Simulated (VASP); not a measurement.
KBr, 2 atoms in the cell. Symmetry: Pm-3m, No. 221, cubic system. Conventional cell: a = 3.963 Å, b = 3.963 Å, c = 3.963 Å, α = 90.00°, β = 90.00°, γ = 90.00°. Around K (site symmetry m-3m) lie 8 Br at 3.43 Å. Br (site symmetry m-3m) has 8 K at 3.43 Å as nearest neighbours. The cell was built by a generator and needn't be a form met in nature. The cell isn't the ideal one: hydrostatic strain -0.3%.

| Property | Result |
| --- | --- |
| Program | VASP 6.6.1 |
| Task | single point |
| Functional | r2SCAN |
| Potentials or basis | VASP PAW PBE potentials, release 64 (K_sv, Br) |
| Cutoff | 520 eV |
| k mesh | 6 × 6 × 6 |
| Occupations | gaussian, width 0.01 eV |
| Spin | no spin polarisation |
| Dipole correction | no |
| Further INCAR settings | ALGO = Normal; EDIFF = 1e-06; NBANDS = 15 |

Potentials or basis: VASP PAW PBE potentials, release 64 (K_sv, Br).

Command:

```console
$ cat potpaw_PBE.64/K_sv/POTCAR potpaw_PBE.64/Br/POTCAR > POTCAR
$ cp INCAR.step1 INCAR
$ mpirun -np 1 vasp_std > vasp.out
$ cp INCAR.step2 INCAR
$ mpirun -np 1 vasp_std > vasp.out
```

Hardware: 1 thread of Intel(R) Xeon(R) 6975P-C (Granite Rapids), with other jobs on the host.

Problem. How long does it take, and how much memory?

Solution. It took 40 s on 1 thread of Intel(R) Xeon(R) 6975P-C (Granite Rapids) (shared host), peak memory 0.17 GiB. Counts: scf iterations 9, k points 20.
